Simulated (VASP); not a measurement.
A run of VASP 6.6.1:

File INCAR:

```
SYSTEM = RbBr
PREC = Accurate
ENCUT = 520
EDIFF = 1E-7
ISMEAR = -1
SIGMA = 0.02
LREAL = .FALSE.
LASPH = .TRUE.
NELM = 100
ALGO = Fast
ISIF = 2
LWAVE = .FALSE.
LCHARG = .FALSE.
GGA = PE
NBANDS = 15
```

File KPOINTS:

```
Automatic mesh
0
G
  6 6 6
  0 0 0
```

The input POSCAR:

```
RbBr
1.0
    4.1242529966      0.0000000000      0.0000000000
    0.0000000000      4.1242529966      0.0000000000
    0.0000000000      0.0000000000      4.1242529966
Rb Br
1 1
Direct
    0.0000000000      0.0000000000      0.0000000000
    0.5000000000      0.5000000000      0.5000000000
```

Potentials or basis: VASP PAW PBE potentials, release 64 (Rb_sv, Br).

The run is started by

```console
$ cat potpaw_PBE.64/Rb_sv/POTCAR potpaw_PBE.64/Br/POTCAR > POTCAR
$ mpirun -np 1 vasp_std > vasp.out
```

Hardware: 1 thread of Intel(R) Xeon(R) Platinum 8559C (Emerald Rapids) (shared host).

Question: How long does it take, and how much memory?

Answer: Wall time 11 s on 1 thread of Intel(R) Xeon(R) Platinum 8559C (Emerald Rapids), with other jobs on the host, peak memory 0.17 GiB. Counts: scf iterations 17, k points 20.
